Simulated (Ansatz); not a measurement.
# Si3N4: a ladder of calculations

Cell of run 1: an entry of the Crystallography Open Database (COD), atoms as given.

Space group I-43d (No. 220); a = 6.4747 Å.

```csv
site,Wyckoff,site symmetry,x,y,z
Si,12b,-4..,0.3750,0.5000,0.7500
N,16c,.3.,0.2814,0.2814,0.2814
```

One atom of each set is listed; the run and its k-mesh use a cell of 14 atoms with edges of 5.61, 5.61, 5.61 Å.

Relaxed positions (PBE, cell held):

Si (0.3750, 0.5000, 0.7500)
N (0.2814, 0.2814, 0.2814)

All runs are DFT with Ansatz 0.2.0 (plane waves and PAW, scalar-relativistic unless spin–orbit coupling is named, Γ-centred meshes, Fermi–Dirac smearing where given) in this cell.

Run 1: PBE, atoms as given; 420 eV, 6×6×6 k-points, smearing 0.02 eV.
Run 2: r2SCAN, at the relaxed atoms; 500 eV, 6×6×6 k-points, smearing 0.02 eV.
Run 3: PBE, gradients read without the response of the cores, at the relaxed atoms; 420 eV, 6×6×6 k-points, smearing 0.02 eV.
Run 4: PBE, at the relaxed atoms; 350 eV, 6×6×6 k-points, smearing 0.02 eV; this cutoff lies below the one recommended for these PAW files.

```json
{"run": "1", "Si V_zz (η)": "-0.10 (0.00)", "N V_zz (η)": "-5.77 (0.00)"}
{"run": "2", "Si V_zz (η)": "?", "N V_zz (η)": "?"}
{"run": "3", "Si V_zz (η)": "-0.077 (0.00)", "N V_zz (η)": "-5.98 (0.00)"}
{"run": "4", "Si V_zz (η)": "-0.10 (0.00)", "N V_zz (η)": "-5.66 (0.00)"}
```

V_zz in 10²¹ V/m².

Task: Estimate the row of run 2.

Result: Si: -0.10 (0.00); N: -5.92 (0.00). It lies nearest to run 3, from whose tensors on these sites it differs by 0.06 at most (largest principal value of the difference, on N). Taken one at a time, the response of the cores moves the tensors on these sites by up to 0.22 (largest principal value of the change, on N), the functional (r2SCAN with its higher cutoff) by 0.15 (N), the cutoff by 0.11 (N).
